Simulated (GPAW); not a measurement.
Input of a GPAW 26.7.0 run:

Contents of run.py:

```python
from ase import Atoms
from ase.dft.bandgap import bandgap
from ase.io import write
from ase.units import Bohr, GPa
from gpaw import GPAW, PW
from gpaw.elf import elf_from_dft_calculation

atoms = Atoms(['Si', 'C'],
              cell=[[0.0, 2.179, 2.179],
                    [2.179, 0.0, 2.179],
                    [2.179, 2.179, 0.0]],
              scaled_positions=[[0.0, 0.0, 0.0],
                                [0.75, 0.75, 0.75]],
              pbc=True)

calc = GPAW(mode=PW(800),
            xc='PBE',
            kpts={'size': (10, 10, 10), 'gamma': True},
            occupations={'name': 'fermi-dirac', 'width': 0.05},
            nbands=11,
            convergence={'density': 1e-05, 'energy': 1e-05},
            maxiter=150,
            txt='gpaw.txt')
atoms.calc = calc
energy = atoms.get_potential_energy()
forces = atoms.get_forces()
stress = atoms.get_stress()
calc.write('gs.gpw')
write('result.traj', atoms)
print(f'Energy: {energy:.6f} eV')
print('Forces (eV/A):')
print(forces.round(4))
print('Stress (GPa):', (stress / GPa).round(3))
print('Fermi level:', round(calc.get_fermi_level(), 4), 'eV')
print(f'Gap: {bandgap(calc)[0]:.4f} eV, direct: {bandgap(calc, direct=True)[0]:.4f} eV')

# fields on the real-space grid
write('density.cube', atoms, data=calc.get_pseudo_density() * Bohr**3)
write('potential.cube', atoms, data=calc.get_electrostatic_potential())
write('elf.cube', atoms, data=elf_from_dft_calculation(calc).data)
```

Potentials or basis: GPAW PAW data sets (gpaw-data 1.2.1), pw.

Launch:

```console
$ OMP_NUM_THREADS=1 python run.py
```

(1) What does it give for the band gap on the k mesh?

(2) Predict the pressure.

Answers

(1) 1.35 eV, indirect (least direct gap 4.54 eV).

(2) 4.5 GPa.

**Measured values to compare with.**

“Insight into the structural, elastic and electronic properties of a new orthorhombic 6O-SiC polytype”, 2020, pmc:7200658 quotes, for a bulk crystal of SiC: band gap 2.4 eV (indirect).

Against the measured gap of SiC, 2.4 eV (indirect; quoted in “Insight into the structural, elastic and electronic properties of a new orthorhombic 6O-SiC polytype”, 2020, pmc:7200658), the calculated 1.35 eV is off by -1.05 eV. The value is that of PBE on a finite k mesh, which can miss the band edges, without temperature or zero-point motion. Semilocal functionals fall short of measured gaps as a rule.
